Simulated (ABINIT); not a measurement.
A run of ABINIT 10.8.3 (patched build) is set up as follows.

File run.py:

```python
import json, os
import numpy as np
from ase.constraints import FixSymmetry
from ase.optimize import LBFGS
from ase.filters import FrechetCellFilter
from ase.units import GPa
from ase.calculators.mixing import SumCalculator
from dftd3.ase import DFTD3
from ase.calculators.abinit import Abinit, AbinitProfile
from ase import Atoms

atoms = Atoms(['Zn', 'Zn', 'O', 'O'],
              cell=[[3.249308, 0.0, 0.0], [-1.624654, 2.8139832727, 0.0], [0.0, 0.0, 5.205709]],
              scaled_positions=[[0.6666666667, 0.3333333333, 0.0], [0.3333333333, 0.6666666667, 0.5], [0.3333333333, 0.6666666667, 0.87901], [0.6666666667, 0.3333333333, 0.37901]],
              pbc=True)

profile = AbinitProfile(command='abinit', pp_paths=[os.path.abspath('pseudos')])
params = dict(
    pps='pawxml', xc='PBE',
    chksymtnons=0,
    tolsym=1e-05,
    ecut=625.8619,
    pawecutdg=1224.5124,
    pawxcdev=0,
    pawovlp=-1,
    kptopt=1,
    ngkpt=[7, 7, 4],
    nshiftk=1,
    shiftk=[0.0, 0.0, 0.0],
    ixc=11,
    nband=22,
    occopt=3,
    tsmear=0.05,
    nstep=100,
    tolvrs=1e-09,
    prtwf=0,
    prtden=0,
    ecutsm=0.5,
)

atoms.calc = SumCalculator([Abinit(profile=profile, directory='run', **params), DFTD3(method='pbe', damping='d3zero')])
atoms.set_constraint(FixSymmetry(atoms, symprec=1e-4))
opt = LBFGS(FrechetCellFilter(atoms), trajectory='opt.traj')
converged = opt.run(fmax=0.02, steps=30)
print('converged', converged)
print('cell (A)', np.round(atoms.cell[:], 5).tolist())
energy = atoms.get_potential_energy()
forces = atoms.get_forces()
stress = atoms.get_stress()
print(f'energy {energy:.6f} eV')
print('forces (eV/A)')
print(np.round(forces, 5))
print('stress (GPa, Voigt, tension positive)', np.round(stress / GPa, 4))
json.dump(dict(energy=energy, forces=forces.tolist(), stress=stress.tolist(), cell=atoms.cell.tolist(), frac=atoms.get_scaled_positions(wrap=False).tolist()), open('results.json', 'w'))
```

Potentials or basis: JTH PAW PBE v2.0.

Command:

```sh
$ python run.py
```

Task: What does it give for the band gap on the k mesh?

Result: 0.76 eV, direct.

Task: What does it give for the space group after relaxing (to 0.05 Å)?

Result: P6_3mc (No. 186).

Task: What does it give for the relaxed volume?

Result: 12.15 Å³/atom.

Task: Estimate the relaxed cell.

Result: a = 3.268 Å, b = 3.268 Å, c = 5.255 Å, α = 90.00°, β = 90.00°, γ = 120.00°.

Stress tensor (GPa, compression positive):
```
-0.16  0.00  0.00
 0.00 -0.16  0.00
 0.00  0.00  0.04
```

Caveat: the log and the count of SCF iterations are those of the last ABINIT call alone. PBE gaps usually lie below the measured ones, often by a third to a half.
